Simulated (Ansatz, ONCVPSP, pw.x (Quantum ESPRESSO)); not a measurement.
# W (fcc): variants of one ONCV potential in the solid

```
Element                 : tungsten (W)
Generator               : ONCVPSP 4.0.1
Type                    : optimised norm-conserving Vanderbilt (ONCV)
Functional              : PBE
Relativity              : scalar-relativistic
Frozen core             : [Kr] 4d10 4f14
Valence charge          : 14
Reference configuration : 5s2 5p6 5d4 6s1.75 6p0.25
Partial waves           : 5s+6s: rc 1.80 bohr, ncon 4, nbas 8, qcut 8.4 1/bohr, 2 projectors; 5p+6p: rc 2.10 bohr, ncon 5, nbas 8, qcut 7.8 1/bohr, 2 projectors; 5d: rc 1.90 bohr, ncon 4, nbas 8, qcut 6 1/bohr, 1 projector
Local potential         : polynomial inside 1.70 bohr (lpopt 5, dvloc0 0 Ha)
Core correction         : polynomial model core, fcfact 0.4
```

Crystal test: fcc W in pw.x 7.5, no spin, 14³ k-points, Fermi–Dirac smearing 0.01 Ry, cutoffs set for each file from its atomic test. The reference is all-electron LAPW (Ansatz 0.2.0) with the same functional, mesh and smearing; V0 and B0 come from Birch–Murnaghan fits to the pressures at five volumes. Errors are pseudo minus all-electron; Δ is the rms difference of the E(V) curves that follow from these fits, minima aligned, over ±6 % about the mean V0. Mesh and smearing are coarse, so the numbers serve the comparison and aren't converged zero-temperature values; the lattice is a test structure that the element need not adopt.

All-electron: a0 = 4.039 Å (V0 = 16.47 Å³/atom), B0 = 280.9 GPa.

1 further variants are left out: they gave no file fit for a test, a broken result, the same result as the base, or pressures whose basis-set error rivals the error shown.

```csv
change,cutoffs (Ry),pw.x,a0 (Å),a0 error (%),B0 error (%),Δ (meV/atom),mean pressure error (GPa)
base,60/240,converged,4.029,-0.26,+0.1,7.8,-2.15
"core correction Teter function, fcfact 4, rcfact 1.3",60/240,converged,4.029,-0.25,+0.4,7.6,-2.09
"local potential polynomial inside 1.60 bohr (lpopt 5, dvloc0 0 Ha)",60/240,converged,4.027,-0.29,+0.1,8.9,-2.45
"core correction polynomial model core, fcfact 0.94",60/240,converged,4.026,-0.31,+1.1,9.6,-2.68
```

Task: Give the row for: all radii but the core radius scaled by about 1.27 (s 2.28, p 2.66, d 2.40 bohr); local potential polynomial inside 2.16 bohr (lpopt 5, dvloc0 0 Ha).

Result: pw.x: converged; mean pressure error (GPa): -0.52; a0 (Å): 4.037; a0 error (%): -0.06; B0 error (%): +0.2; Δ (meV/atom): 1.9.
